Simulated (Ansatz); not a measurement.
**InP (F-43m): how far a G0W0 gap depends on its settings**

How well converged is a G0W0 gap of InP (zincblende)?

Code: Ansatz 0.2.0. G0W0, plane waves. No spin polarisation and no zero-point or thermal motion.

## (1) Starting point

The cell was relaxed beforehand with r2SCAN.

Space group F-43m (No. 216), cubic; a = 5.908 Å in the conventional setting, 25.77 Å³ an atom. Around In lie 4 P at 2.56 Å; around P lie 4 In at 2.56 Å.

As a file:

```
In P
1.0
     0.00000    2.95379    2.95379
     2.95379    0.00000    2.95379
     2.95379    2.95379    0.00000
In P
1 1
Direct
  0.00000 0.00000 0.00000
  0.25000 0.25000 0.25000
```

## (2) 83 empty bands, 80 eV

The input, input.yaml:

```yaml
crystal:
  lattice:
    - [0.0, 2.953787642, 2.953787642]
    - [2.953787642, 0.0, 2.953787642]
    - [2.953787642, 2.953787642, 0.0]
  atoms:
    - { symbol: In, position: [0.0, 0.0, 0.0] }
    - { symbol: P, position: [0.25, 0.25, 0.25] }
kpoints:
  mp_grid: { grid: [4, 4, 4] }
hamiltonian:
  xc: pbe
scf:
  occupations: { method: fixed }
gw:
  n_empty_bands: 83
  ecut_chi: 80
  qp_bands: [v2, c2]
  qp_kpoints: band_edges
  screening: { model: contour_deformation }
```

Run with:

```bash
> ansatz run input.yaml --threads 2 --pin off --max-ram 3686MiB --backend cpu --events-out ev --progress --plain --runs-dir out
```

What it wrote, cut to the lines that bear on the results:

```text
Warning: RAYON_NUM_THREADS=2 ignored (pool sized by the plan → 2); use --threads N
[...]
Pseudopotentials: kind: paw
Pseudopotential: In, paw, valence charge 13, recommended cutoff 420 eV (normal), In.paw.azcp
Pseudopotential: P, paw, valence charge 5, recommended cutoff 420 eV (normal), P.paw.azcp
Functional definition: PBE
[...]
Crystal: 2 atoms, lattice volume = 51.543 Å³
Basis set: ecut = 420 eV, 965 PW (Γ)
Bands: 13, of which v1, the nominal top of the filled ones, is band 9 counted from 1 (8 counted from 0)
Symmetry: 24 space group operations
Space group: F-43m (ITA 216), of the structure as read, at distance tolerance 3.7e-5 Å
k-points: 8 of 64 (time reversal used)
[...]
SCF iter   1: F=—  HF=-6353.893764 eV  |F-HF|=—  |Δ(HF+E_count)|=         —  Δρ=1.06e-3  dr2=3.75e-4  ethr=1.77e-3  ⟨swp⟩=5.1  Hψ=552  notcnv=0  defer=13
[...]
SCF iter   7: F=-6353.892552 eV  HF=-6353.892552 eV  |F-HF|=3.41e-8  |Δ(HF+E_count)|=   4.95e-7  Δρ=1.09e-5  dr2=3.90e-8  ethr=5.56e-10  ⟨swp⟩=5.8  Hψ=594  notcnv=0
[...]
NSCF: frozen V_eff on 8 k-points
G₀W₀ screening: q 1/8
G₀W₀ screening: q 2/8 (q-point 5)
G₀W₀ screening: q 3/8 (q-point 6)
G₀W₀ screening: q 4/8 (q-point 2)
G₀W₀ screening: q 5/8 (q-point 4)
G₀W₀ screening: q 6/8 (q-point 8)
G₀W₀ screening: q 7/8 (q-point 3)
G₀W₀ screening: q 8/8 (q-point 7)
G₀W₀ self-energy: k 1/6
G₀W₀ self-energy: k 2/6
G₀W₀ self-energy: k 3/6
G₀W₀ self-energy: k 4/6
G₀W₀ self-energy: k 5/6
G₀W₀ self-energy: k 6/6
[...]
     1     9      6.2024   -16.3249     1.7406   -14.3216  0.7281     5.9363     5.9397  root
     1    10      8.4530    -8.8355    -3.9196   -12.9711  0.7495     8.6711     8.6689  root
     1    11     11.4872    -6.9947    -4.4945   -11.7088  0.7360    11.7095    11.7068  root
     2     8      5.7997   -16.1642     1.9069   -13.9641  0.7250     5.5019     5.5065  root
     2     9      5.7997   -16.1642     1.9069   -13.9641  0.7250     5.5019     5.5065  root
     2    10      8.1677    -8.7434    -3.8649   -12.8017  0.7531     8.3628     8.3611  root
     2    11     11.5184    -6.6071    -4.4706   -11.2455  0.7325    11.6878    11.6863  root
     3     8      5.3759   -15.7595     1.9853   -13.4518  0.7213     5.0475     5.0535  root
     3     9      5.3759   -15.7595     1.9853   -13.4518  0.7213     5.0475     5.0535  root
     3    10      9.2210    -6.9231    -3.9514   -10.9672  0.7548     9.3141     9.3137  root
     3    11      9.7970    -8.4465    -4.1365   -12.7794  0.7384     9.9953     9.9933  root
     6     8      4.4903   -15.4804     2.3668   -12.7412  0.7087     4.1088     4.1179  root
     6     9      4.4903   -15.4804     2.3668   -12.7412  0.7087     4.1088     4.1179  root
     6    10      8.5206    -6.3297    -3.7075    -9.9672  0.7623     8.4508     8.4505  root
     6    11      8.9928    -7.7255    -3.9380   -11.7899  0.7516     9.1200     9.1193  root
     7     8      3.8772   -15.1977     2.5217   -12.2715  0.6961     3.4626     3.4728  root
     7     9      3.9223   -14.5481     2.3833   -11.7708  0.6991     3.5172     3.5283  root
     7    10     11.0136    -9.0204    -4.7533   -14.1637  0.7131    11.4114    11.4037  root
     7    11     11.0161    -6.8590    -4.1924   -11.1032  0.7381    11.0680    11.0678  root
```

Wall time 5.9 s (2 threads of Arm Neoverse V1, shared host); peak memory 0.32 GiB.

With 83 empty bands and 80 eV for the screening, the 4×4×4 mesh shows 0.57 eV for PBE and 1.04 eV for the quasiparticles (+0.47 eV). The renormalisation factors Z of the two edge bands lie between 0.70 and 0.76.

## (3) 193 empty bands, 140 eV

input.yaml, as its differences from that of step 2:

```diff
@@ -15,4 +15,4 @@
 gw:
-  n_empty_bands: 83
-  ecut_chi: 80
+  n_empty_bands: 193
+  ecut_chi: 140
   qp_bands: [v2, c2]
```

Run with:

```bash
> ansatz run input.yaml --threads 2 --pin off --max-ram 3686MiB --backend cpu --events-out ev --progress --plain --runs-dir out
```

What it wrote, cut to the lines that bear on the results:

```text
Warning: RAYON_NUM_THREADS=2 ignored (pool sized by the plan → 2); use --threads N
[...]
[... 4 set-up lines as earlier in the session ...]
[...]
Crystal: 2 atoms, lattice volume = 51.543 Å³
Basis set: ecut = 420 eV, 965 PW (Γ)
Bands: 13, of which v1, the nominal top of the filled ones, is band 9 counted from 1 (8 counted from 0)
[... 2 set-up lines as earlier in the session ...]
k-points: 8 of 64 (time reversal used)
[...]
SCF iter   1: F=—  HF=-6353.893764 eV  |F-HF|=—  |Δ(HF+E_count)|=         —  Δρ=1.06e-3  dr2=3.75e-4  ethr=1.77e-3  ⟨swp⟩=5.1  Hψ=552  notcnv=0  defer=13
[...]
     3     8      5.3759   -15.7595     1.7990   -13.4518  0.7196     4.8475     4.8671  root
     3     9      5.3759   -15.7595     1.7990   -13.4518  0.7196     4.8475     4.8671  root
     3    10      9.2210    -6.9231    -4.1066   -10.9672  0.7537     9.1586     9.1584  root
     3    11      9.7970    -8.4465    -4.3354   -12.7794  0.7363     9.7945     9.7945  root
     6     8      4.4903   -15.4804     2.2009   -12.7412  0.7072     3.9269     3.9521  root
     6     9      4.4903   -15.4804     2.2009   -12.7412  0.7072     3.9269     3.9521  root
     6    10      8.5206    -6.3297    -3.8298    -9.9672  0.7614     8.3298     8.3283  root
     6    11      8.9928    -7.7255    -4.1076   -11.7899  0.7504     8.9498     8.9497  root
     7     8      3.8772   -15.1977     2.3747   -12.2715  0.6964     3.3003     3.3257  root
     7     9      3.9223   -14.5481     2.2390   -11.7708  0.6986     3.3587     3.3839  root
     7    10     11.0136    -9.0204    -4.9814   -14.1637  0.7120    11.1767    11.1756  root
     7    11     11.0161    -6.8590    -4.3484   -11.1032  0.7363    10.9124    10.9119  root
```

Wall time 24 s (2 threads of Arm Neoverse V1, shared host); peak memory 0.49 GiB.

With 193 empty bands and 140 eV for the screening, the 4×4×4 mesh shows 0.57 eV for PBE and 1.03 eV for the quasiparticles (+0.46 eV). The renormalisation factors Z of the two edge bands lie between 0.70 and 0.76.

## (4) 356 empty bands, 210 eV

input.yaml, as its differences from that of step 3:

```diff
@@ -15,4 +15,4 @@
 gw:
-  n_empty_bands: 193
-  ecut_chi: 140
+  n_empty_bands: 356
+  ecut_chi: 210
   qp_bands: [v2, c2]
```

Run with:

```bash
> ansatz run input.yaml --threads 2 --pin off --max-ram 3686MiB --backend cpu --events-out ev --progress --plain --runs-dir out
```

What it wrote, cut to the lines that bear on the results:

```text
Warning: RAYON_NUM_THREADS=2 ignored (pool sized by the plan → 2); use --threads N
[...]
[... 4 set-up lines as earlier in the session ...]
[...]
Crystal: 2 atoms, lattice volume = 51.543 Å³
Basis set: ecut = 420 eV, 965 PW (Γ)
Bands: 13, of which v1, the nominal top of the filled ones, is band 9 counted from 1 (8 counted from 0)
[... 2 set-up lines as earlier in the session ...]
k-points: 8 of 64 (time reversal used)
[...]
SCF iter   1: F=—  HF=-6353.893764 eV  |F-HF|=—  |Δ(HF+E_count)|=         —  Δρ=1.06e-3  dr2=3.75e-4  ethr=1.77e-3  ⟨swp⟩=5.1  Hψ=552  notcnv=0  defer=13
[...]
     3     8      5.3759   -15.7595     1.7282   -13.4518  0.7194     4.7683     4.7963  root ?
     3     9      5.3759   -15.7595     1.7282   -13.4518  0.7194     4.7683     4.7963  root ?
     3    10      9.2210    -6.9231    -4.1690   -10.9672  0.7537     9.0968     9.0961  root
     3    11      9.7970    -8.4465    -4.4180   -12.7794  0.7363     9.7123     9.7119  root
     6     8      4.4903   -15.4804     2.1330   -12.7412  0.7070     3.8558     3.8842  root
     6     9      4.4903   -15.4804     2.1330   -12.7412  0.7070     3.8558     3.8842  root
     6    10      8.5206    -6.3297    -3.8781    -9.9672  0.7614     8.2821     8.2800  root
     6    11      8.9928    -7.7255    -4.1790   -11.7899  0.7502     8.8788     8.8783  root
     7     8      3.8772   -15.1977     2.3112   -12.2715  0.6955     3.2376     3.2622  root
     7     9      3.9223   -14.5481     2.1806   -11.7708  0.6982     3.2982     3.3255  root ?
     7    10     11.0136    -9.0204    -5.0772   -14.1637  0.7115    11.0800    11.0798  root
     7    11     11.0161    -6.8590    -4.4103   -11.1032  0.7367    10.8512    10.8500  root
```

Wall time 1.8 min (2 threads of Arm Neoverse V1, shared host); peak memory 0.62 GiB.

On its 4×4×4 mesh the gap goes from 0.57 eV (PBE) to 1.02 eV, a shift of +0.45 eV, with 356 empty bands and a screening cutoff of 210 eV. The renormalisation factors Z of the two edge bands lie between 0.70 and 0.76.

## (5) Starting from HSE06

input.yaml, as its differences from that of step 4:

```diff
@@ -11,3 +11,3 @@
 hamiltonian:
-  xc: pbe
+  xc: hse06
 scf:
@@ -15,4 +15,4 @@
 gw:
-  n_empty_bands: 356
-  ecut_chi: 210
+  n_empty_bands: 193
+  ecut_chi: 140
   qp_bands: [v2, c2]
```

Run with:

```bash
> ansatz run input.yaml --threads 2 --pin off --max-ram 3686MiB --backend cpu --events-out ev --progress --plain --runs-dir out
```

What it wrote:

```text
Warning: RAYON_NUM_THREADS=2 ignored (pool sized by the plan → 2); use --threads N
Engine: ansatz 0.2.0, aarch64-unknown-linux-gnu
[... 3 set-up lines as earlier in the session ...]
Functional definition: HSE06
  parameter a = 0.25
  parameter omega = 0.11/bohr
  exchange = pbe_x - a*pbe_x_sr(omega) + a*exact_x_sr(omega)
  correlation = pbe_c
davidson cushion auto → on  (no smearing: the cushion is to keep the highest requested band from converging to the state above it; pin scf.eigensolver.cushion to override)
Crystal: 2 atoms, lattice volume = 51.543 Å³
Basis set: ecut = 420 eV, 965 PW (Γ)
Bands: 13, of which v1, the nominal top of the filled ones, is band 9 counted from 1 (8 counted from 0)
[... 2 set-up lines as earlier in the session ...]
k-points: 8 of 64 (time reversal used)
Non-local potential: In, projectors of the file, l = 0: 2, l = 1: 2, l = 2: 2, l = 3: 2
Non-local potential: P, projectors of the file, l = 0: 2, l = 1: 2, l = 2: 2
PAW form: soft (Blöchl's): semilocal exchange-correlation on the pseudo side does not see the compensation charge
PAW frozen core: In, regenerated for the run's functional, and the local potential with it (the file was generated under x = pbe(κ = 0.804, μ = 0.2195149727645171), c = pbe(β = 0.06672455060314922))
PAW frozen core: P, regenerated for the run's functional, and the local potential with it (the file was generated under x = pbe(κ = 0.804, μ = 0.2195149727645171), c = pbe(β = 0.06672455060314922))
PAW one-centre angular grid: In, 590 points (default); XC on 64 Gauss nodes
PAW one-centre angular grid: P, 110 points (default); XC on 64 Gauss nodes
Initial density: superposition of atomic densities (neutral atoms: chi_scale 0, normalization atom), corrected by the library's trained network
Initial wavefunctions: pseudopotential atomic-orbital guess
Functional: x = pbe(κ = 0.804, μ = 0.2195149727645171), c = pbe(β = 0.06672455060314922), warm-up for x = pbe(κ = 0.804, μ = 0.2195149727645171) + 0.25 (exact − pbe) at short range (hse, ω = 0.20786987370883472 Å⁻¹), c = pbe(β = 0.06672455060314922); HSE06 as pw.x's `hse` composes it (authors' and Libxc's form: `xc: wpbeh`)
SCF iter   1: F=—  HF=-6353.890964 eV  |F-HF|=—  |Δ(HF+E_count)|=         —  Δρ=1.28e-3  dr2=7.93e-4  ethr=1.77e-3  ⟨swp⟩=7.9  Hψ=522  notcnv=0
preconditioner: auto → none  [insulator: Δε(μ)=0.571 eV  Ē_g=14.624 eV  n_scr=14 (ndim 8)  ℏωp=21.9 eV  f_vac=0.023]
iter 2 solved again at ethr=2.87e-7 eV; its pass at ethr=4.41e-6 eV (dr2=5.16e-5 eV) is discarded
SCF iter   2: F=—  HF=-6353.891467 eV  |F-HF|=—  |Δ(HF+E_count)|=   5.03e-4  Δρ=3.18e-4  dr2=5.14e-5  ethr=2.87e-7  ⟨swp⟩=2.5  Hψ=682  notcnv=0  defer=2
SCF iter   3: F=-6353.891507 eV  HF=-6353.891491 eV  |F-HF|=1.61e-5  |Δ(HF+E_count)|=   2.39e-5  Δρ=1.78e-4  dr2=9.11e-6  ethr=2.85e-7  ⟨swp⟩=3.2  Hψ=281  notcnv=0  defer=2
SCF 1 stopped early in 3 iterations: F = -6353.891507 eV  dr2 = 9.11e-6
Initial density: handed on by an earlier stage of this run
Initial wavefunctions: those handed on with the density
Functional: x = pbe(κ = 0.804, μ = 0.2195149727645171) + 0.25 (exact − pbe) at short range (hse, ω = 0.20786987370883472 Å⁻¹), c = pbe(β = 0.06672455060314922); HSE06 as pw.x's `hse` composes it (authors' and Libxc's form: `xc: wpbeh`)
Exchange kernel: α = 0.2500, screened, ω = 0.2079 Å⁻¹, Wigner–Seitz truncation, v(0) = 1032.3529 eV·Å³, q-mesh 4×4×4, nearest image of the exchange supercell L = 16.71 Å, pair-density grid 18×18×18, without the augmentation charges, whose exchange is taken in its separable form by FFT convolution over the k-point mesh (sized by the pseudopotential files, 24×24×24 at the most), smooth part of the exact exchange by density-matrix convolution
Frozen-core exchange: fock
SCF iter   1: F=—  HF=-6358.418697 eV  |F-HF|=—  |Δ(HF+E_count)|=         —  Δρ=5.39e-3  dr2=9.03e-3  ethr=5.06e-7  ⟨swp⟩=7.2  Hψ=645  notcnv=0
preconditioner: auto → none  [insulator: Δε(μ)=1.335 eV  Ē_g=16.667 eV  n_scr=14 (ndim 8)  ℏωp=21.9 eV  f_vac=0.022]
SCF iter   2: F=—  HF=-6358.416575 eV  |F-HF|=—  |Δ(HF+E_count)|=   2.12e-3  Δρ=1.71e-3  dr2=1.57e-3  ethr=5.06e-7  ⟨swp⟩=4.0  Hψ=447  notcnv=0
SCF iter   3: F=—  HF=-6358.421612 eV  |F-HF|=—  |Δ(HF+E_count)|=   5.04e-3  Δρ=1.17e-3  dr2=4.10e-4  ethr=5.06e-7  ⟨swp⟩=4.2  Hψ=450  notcnv=0
SCF iter   4: F=—  HF=-6358.421525 eV  |F-HF|=—  |Δ(HF+E_count)|=   8.67e-5  Δρ=1.70e-4  dr2=1.76e-5  ethr=5.06e-7  ⟨swp⟩=3.0  Hψ=287  notcnv=0
SCF iter   5: F=-6358.421584 eV  HF=-6358.421585 eV  |F-HF|=8.56e-7  |Δ(HF+E_count)|=   6.00e-5  Δρ=1.02e-4  dr2=3.15e-6  ethr=6.16e-8  ⟨swp⟩=4.1  Hψ=356  notcnv=0
SCF 2 stopped early in 5 iterations: F = -6358.421584 eV  dr2 = 3.15e-6
hybrid outer 1: dexx = +5.714e-3 eV, tail = 1.32e-5 eV
Exchange kernel: α = 0.2500, screened, ω = 0.2079 Å⁻¹, Wigner–Seitz truncation, v(0) = 1032.3529 eV·Å³, q-mesh 4×4×4, nearest image of the exchange supercell L = 16.71 Å, pair-density grid 18×18×18, without the augmentation charges, whose exchange is taken in its separable form by FFT convolution over the k-point mesh (sized by the pseudopotential files, 24×24×24 at the most), smooth part of the exact exchange by density-matrix convolution
Frozen-core exchange: fock
SCF iter   1: F=—  HF=-6358.421469 eV  |F-HF|=—  |Δ(HF+E_count)|=         —  Δρ=3.67e-5  dr2=4.46e-7  ethr=3.67e-7  ⟨swp⟩=2.5  Hψ=247  notcnv=0
preconditioner: auto → none  [insulator: Δε(μ)=1.392 eV  Ē_g=16.634 eV  n_scr=14 (ndim 8)  ℏωp=21.9 eV  f_vac=0.022]
iter 2 solved again at ethr=1.86e-10 eV; its pass at ethr=2.25e-9 eV (dr2=3.34e-8 eV) is discarded
SCF iter   2: F=-6358.421469 eV  HF=-6358.421469 eV  |F-HF|=7.26e-9  |Δ(HF+E_count)|=   1.63e-7  Δρ=1.19e-5  dr2=6.36e-8  ethr=1.86e-10  ⟨swp⟩=2.2  Hψ=662  notcnv=0
SCF 3 converged in 2 iterations: F = -6358.421469 eV  dr2 = 6.36e-8
hybrid outer 2: dexx = +1.421e-7 eV, tail = 1.33e-7 eV, Δε = 1.03e-3 eV (about 1.68e-4 eV left of the loop's levels)
NSCF: frozen V_eff on 8 k-points
Exchange-term sweep: 0 of 8 (spin, k) points
Exchange-term sweep: 1 of 8 (spin, k) points
Exchange-term sweep: 2 of 8 (spin, k) points
Exchange-term sweep: 3 of 8 (spin, k) points
Exchange-term sweep: 4 of 8 (spin, k) points
Exchange-term sweep: 5 of 8 (spin, k) points
Exchange-term sweep: 6 of 8 (spin, k) points
Exchange-term sweep: 7 of 8 (spin, k) points
Exchange-term sweep: 8 of 8 (spin, k) points
G₀W₀ screening: q 1/8
G₀W₀ screening: q 2/8 (q-point 5)
G₀W₀ screening: q 3/8 (q-point 6)
G₀W₀ screening: q 4/8 (q-point 2)
G₀W₀ screening: q 5/8 (q-point 4)
G₀W₀ screening: q 6/8 (q-point 8)
G₀W₀ screening: q 7/8 (q-point 3)
G₀W₀ screening: q 8/8 (q-point 7)
G₀W₀ self-energy: k 1/5
G₀W₀ self-energy: k 2/5
G₀W₀ self-energy: k 3/5
G₀W₀ self-energy: k 4/5
G₀W₀ self-energy: k 5/5
NSCF: frozen V_eff on 1 k-points
hybrid SCF converged: 2 outer / 7 inner (+3 warm-up), last move |dexx| = 1.42e-7 eV, tail = 1.33e-7 eV
Stability not checked: this state was not tested for a lower state beside it, because the functional holds exact exchange (a hybrid, or Hartree-Fock), whose exchange loop this test does not read (fock_operator; see scf.lower_state_search)
Free energy (F): -6358.421469 eV
Frozen-core exchange: fock
Harris-Foulkes:  -6358.421469 eV  (|F-HF|=7.26e-9)
Internal energy: -6358.421469 eV  (E = F + TS)
E sigma→0 (E₀):  -6358.421469 eV
Fermi energy:    6.300845 eV
--- Per-component energies (eV) ---
  E_band       = -84.601109
  E_kinetic    = 313.372204
  E_local      = -1413.887200  (includes V_loc(G=0)·N_el)
  E_nonlocal   = 401.194838
  E_hartree    = 558.889330
  E_xc         = -220.551136
  E_vxc        = -128.097354  (∫ρ·V_xc dr)
  E_exx        = -40.453818  (= α·E_x^exact, valence–valence)
  E_paw        = -4746.337063  (= ΣΔE_a)
  E_vpaw       = -294.052181  (= ΣTr[D̂ρ^β])
  E_aug_tail   = 0.000029  (compensation charges beyond the density's cutoff)
  E_ewald      = -1211.084230
  E_core_change = 0.435577  (= ΣΔE_core)
  E_smearing   = -0.000000  (= −TS)
  E_closure    = -0.000000  (closes the sum)
  Σ components = -6358.421469   (vs F -6358.421469, Δ=0.00e0)
--- Band table (eV; the first three rows and the last of 8) ---
  k-point 0: bands = ["-9.6096", "-9.6096", "-9.6096", "-9.4569", "-9.4569", "-6.2490", "6.3008", "6.3008", "6.3008", "7.6927", "11.2099"]
  k-point 1: bands = ["-9.6614", "-9.5876", "-9.5876", "-9.4549", "-9.4549", "-5.5414", "2.6759", "5.7202", "5.7202", "8.8223", "11.9423"]
  k-point 2: bands = ["-9.7101", "-9.5721", "-9.5721", "-9.4460", "-9.4460", "-4.4561", "0.1942", "5.2765", "5.2765", "8.5113", "11.9430"]
  k-point 7: bands = ["-9.7428", "-9.5523", "-9.5188", "-9.4764", "-9.4439", "-3.6957", "0.3468", "3.1871", "3.2669", "11.3386", "11.6017"]
  guard bands above this table: 2 of the run's 13 bands. The solve was not asked for them (output.publish_guard_bands: true or output.eigenvalues: true publishes all)
--- G₀W₀: contour deformation, 7 samples at zero and on the imaginary axis and 2 off it, 64 q-points, 193 empty bands' worth ---
  eigenvalues of the whole cell's RPA ε∞ on this k-mesh (on a slab, of 1 + 4πα/V) = 14.7102, 14.7102, 14.7102; static W/v taken at q = 0 is 0.067980
  bands read: the sum over 202 bands ends inside a degenerate multiplet in 3 slots, whose members it reads at an even weight; the widest, k=0: bands 202 to 204 (counted from 1) at 1/3 each
  gw.qp_kpoints: band_edges: 5 of 8 stored k-points solved, in 1 pass; an edge of the gap read off the rows below is read off those points alone
    valence top: of the k-points left out ik 5 came nearest to being solved in a further pass, in band 9 (counted from 1, as in the quasiparticle table): it holds the edge there only if its correction is more favourable than any solved in that band by at least 1.065 eV; those differ by 0.014 eV
    conduction bottom: of the k-points left out ik 4 came nearest to being solved in a further pass, in band 10 (counted from 1, as in the quasiparticle table): it holds the edge there only if its correction is more favourable than any solved in that band by at least 1.789 eV; those differ by 0.102 eV
    ik  band        ε_KS         Σx   Σc(E_QP)       V_xc       Z   E_QP_lin       E_QP  E_QP is
     0     8      6.3008   -16.7446     1.2690   -15.2587  0.7671     6.0829     6.0839  root
     0     9      6.3008   -16.7446     1.2690   -15.2587  0.7671     6.0829     6.0839  root
     0    10      7.6927    -9.5770    -3.9401   -13.3797  0.7857     7.5556     7.5552  root
     0    11     11.2099    -6.8056    -4.2385   -10.9177  0.7794    11.0839    11.0835  root
     1     8      5.7202   -16.3284     1.3952   -14.7132  0.7650     5.4992     5.5003  root
     1     9      5.7202   -16.3284     1.3952   -14.7132  0.7650     5.4992     5.5003  root
     1    10      8.8223    -8.4997    -4.0095   -12.3770  0.7849     8.6904     8.6901  root
     1    11     11.9423    -6.8061    -4.4083   -11.0667  0.7698    11.7952    11.7947  root
     2     8      5.2765   -16.1628     1.5395   -14.4041  0.7622     5.0562     5.0573  root
     2     9      5.2765   -16.1628     1.5395   -14.4041  0.7622     5.0562     5.0573  root
     2    10      8.5113    -8.4310    -3.9414   -12.2397  0.7880     8.3790     8.3786  root
     2    11     11.9430    -6.4037    -4.3571   -10.5958  0.7722    11.7786    11.7779  root
     3     8      4.8257   -15.7806     1.6169   -13.9434  0.7596     4.6043     4.6054  root
     3     9      4.8257   -15.7806     1.6169   -13.9434  0.7596     4.6043     4.6054  root
     3    10      9.5160    -6.5310    -3.9235   -10.2756  0.7910     9.3378     9.3372  root
     3    11     10.1980    -8.2178    -4.1928   -12.2507  0.7742    10.0387    10.0381  root
     6     8      3.8467   -15.4915     1.9493   -13.3360  0.7491     3.6396     3.6406  root
     6     9      3.8467   -15.4915     1.9493   -13.3360  0.7491     3.6396     3.6406  root
     6    10      8.7104    -6.0849    -3.6934    -9.5442  0.7964     8.4773     8.4763  root
     6    11      9.3011    -7.3732    -3.9421   -11.1594  0.7879     9.1457     9.1452  root
```

Run time: 63 s. Hardware: 2 threads of Arm Neoverse V1, shared host; peak memory 0.68 GiB.

On its 4×4×4 mesh the gap goes from 1.39 eV (HSE06) to 1.47 eV, a shift of +0.08 eV, with 193 empty bands and a screening cutoff of 140 eV. The renormalisation factors Z of the two edge bands lie between 0.75 and 0.80.

[end of part 1 of 2]
